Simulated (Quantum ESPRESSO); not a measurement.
The system is FeO (Wuestite).

```
CELL_PARAMETERS angstrom
1.51882 0.87689 2.51958
-1.51882 0.87689 2.51958
0.00000 -1.75378 2.51958
ATOMIC_POSITIONS crystal
Fe 0.00000 0.00000 0.00000
O 0.50000 0.50000 0.50000
```

Base run:

- Program: Quantum ESPRESSO 7.5
- Functional: PBEsol
- Potentials or basis: GBRV 1.5 PBEsol
- Cutoff: 762 eV
- Density cutoff: 6095 eV
- k mesh: 9 × 9 × 9
- Occupations: fermi-dirac, width 0.05 eV
- Spin: no spin polarisation

Its results: band gap on the k mesh none (metal or under the smearing width); pressure -34.5 GPa.

Q: The run is repeated on the same cell with these changes: spin from no spin polarisation to collinear spin, ferromagnetic start. What comes out?

A: Band gap on the k mesh none (metal or under the smearing width); pressure -9.4 GPa; net moment 4.00 μB per cell; site moments Fe +3.46; O +0.32 μB.

Caveats: semilocal functionals often make such compounds metallic where correlation or magnetic order opens a gap, which also shifts bond lengths; a pressure of tens of GPa on the cell as given is suspect, and the run, the potentials or the cell itself is likely at fault (some runs); a cell with one magnetic atom can't hold antiferromagnetic order, which such compounds often take (some runs).
